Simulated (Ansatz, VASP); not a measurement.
**Mg: VASP beside Ansatz**

```
CELL_PARAMETERS angstrom
-1.47650 1.47650 1.50603
1.47650 -1.47650 1.50603
1.47650 1.47650 -1.50603
ATOMIC_POSITIONS crystal
Mg 0.00000 0.00000 0.00000
```

Change from the starting cell: zz strain of +2 %.

Alike in both runs: task single point; functional LDA; k mesh 19 × 19 × 19; occupations fermi-dirac, width 0.03 eV; no spin polarisation.

|  | VASP | Ansatz |
| --- | --- | --- |
| version | VASP 6.6.1 | Ansatz 0.2.0 |
| potentials or method | VASP PAW LDA potentials, release 64 (Mg), cutoff 520 eV | all-electron LAPW, scalar-relativistic |

```csv
,VASP,Ansatz,Ansatz less VASP
pressure (GPa),51.7,51.4,-0.25
largest component of the traceless stress (GPa),0.10,0.10,+0.006
```

Ansatz ran all-electron here, so the differences hold the error of VASP's frozen core and of both bases.

Caveats: so large a pressure means that the cell lies far from this level's equilibrium, or that cutoff or potentials fall short (VASP).
